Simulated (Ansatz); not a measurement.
# FeCo: lattice vibrations

Aim: phonons by finite displacements on a 2×2×2 mesh of wavevectors, at three volumes, and the mode Grüneisen parameters. Runs: cell and atoms relaxed (PAW); reference run (PAW); volume scaled by 0.970 (PAW); volume scaled by 1.030 (PAW); mode Grüneisen parameters (PAW).

Method: DFT PBEsol, frozen-core PAW, scalar-relativistic unless said, in Ansatz 0.2.0.

3 further runs of the same task are left out: 3 set aside as unsound or not needed.

## 1. The structure to begin with

Symmetry: Pm-3m, No. 221, cubic system. The conventional cell has a = 2.857 Å, b = 2.857 Å, c = 2.857 Å, α = 90.00°, β = 90.00°, γ = 90.00°. Around Fe (site symmetry m-3m) lie 8 Co at 2.47 Å. Co (site symmetry m-3m) has 8 Fe at 2.47 Å as nearest neighbours.

Structure file:

```
Fe Co
1.0
     2.85700    0.00000    0.00000
     0.00000    2.85700    0.00000
     0.00000    0.00000    2.85700
Fe Co
1 1
Cartesian
  1.4285 1.4285 1.4285
  0.0000 0.0000 0.0000
```

Cartesian axes are those of the input's lattice vectors. The structure goes back to a database entry.

## 2. Cell and atoms relaxed, PAW

Contents of input.yaml:

```yaml
crystal:
  lattice:
    - [2.857, 0.0, 0.0]
    - [0.0, 2.857, 0.0]
    - [0.0, 0.0, 2.857]
  atoms:
    - { symbol: Fe, position: [0.5, 0.5, 0.5], spin: 3.0 }
    - { symbol: Co, position: [0.0, 0.0, 0.0], spin: 2.0 }
magnetization:
  spin_polarized: true
kpoints:
  mp_grid: { grid: [12, 12, 12] }
scf:
  occupations: { method: fermi_dirac, width: 0.05 }
hamiltonian:
  xc: pbesol
  pseudopotentials: { kind: paw }
relax:
  f_tol: 0.002
  max_steps: 80
  cell: {}
output:
  forces: true
  stress: true
```

Launch:

```console
$ ansatz run input.yaml --threads 2 --pin off --max-ram 6144MiB --backend cpu --events-out ev --progress --plain --runs-dir out
```

## 4. Reference run, PAW

Contents of input.yaml:

```yaml
crystal:
  lattice:
    - [2.80202056879, 0.0, 0.0]
    - [0.0, 2.80202056879, 0.0]
    - [0.0, 0.0, 2.80202056879]
  atoms:
    - { symbol: Fe, position: [0.5, 0.5, 0.5], spin: 2.7 }
    - { symbol: Co, position: [0.0, 0.0, 0.0], spin: 1.8 }
magnetization:
  spin_polarized: true
kpoints:
  mp_grid: { grid: [12, 12, 12] }
scf:
  occupations: { method: fermi_dirac, width: 0.05 }
hamiltonian:
  xc: pbesol
  pseudopotentials: { kind: paw }
phonons:
  qmesh: [2, 2, 2]
  qpath:
    path:
      - [0.0, 0.0, 0.0]
      - [0.0, 0.5, 0.0]
      - [0.5, 0.5, 0.0]
      - [0.0, 0.0, 0.0]
      - [0.5, 0.5, 0.5]
      - [0.0, 0.5, 0.0]
      - [0.5, 0.5, 0.5]
      - [0.5, 0.5, 0.0]
    npoints: 6
  temperatures: { t_min: 0, t_max: 1000, t_step: 100 }
```

## 5. Volume scaled by 0.970, PAW

Changes to input.yaml since step 4:

```diff
@@ -2,5 +2,5 @@
   lattice:
-    - [2.80202056879, 0.0, 0.0]
-    - [0.0, 2.80202056879, 0.0]
-    - [0.0, 0.0, 2.80202056879]
+    - [2.77371539551, 0.0, 0.0]
+    - [0.0, 2.77371539551, 0.0]
+    - [0.0, 0.0, 2.77371539551]
   atoms:
```

## 6. Volume scaled by 1.030, PAW

Changes to input.yaml since step 5:

```diff
@@ -2,5 +2,5 @@
   lattice:
-    - [2.77371539551, 0.0, 0.0]
-    - [0.0, 2.77371539551, 0.0]
-    - [0.0, 0.0, 2.77371539551]
+    - [2.82976515107, 0.0, 0.0]
+    - [0.0, 2.82976515107, 0.0]
+    - [0.0, 0.0, 2.82976515107]
   atoms:
```

(Steps that only read results are left out.)

Q: Predict the outcome of this session. Wanted: highest mode on the mesh, without the LO shift; optical modes at Γ.

As calculated:

```
                                            quantity           value
highest mode on the mesh, without the LO shift (PAW)        317 cm⁻¹
                                  optical modes at Γ  258 (T1u) cm⁻¹
             mean Grüneisen parameter at 300 K (PAW)            1.56
```

**Reading.** No mode on the mesh is unstable; the highest lies at 317 cm⁻¹ by PAW. Weighted by heat capacity at 300 K the mean Grüneisen parameter of the sampled modes is 1.56, which points to expansion on heating. Each set of modes is computed in the harmonic approximation. Cautions: frozen-core PAW files fitted under PBE, their cores solved anew for the functional of the run; a lower magnetic state may exist; responses of metals move with mesh and smearing.
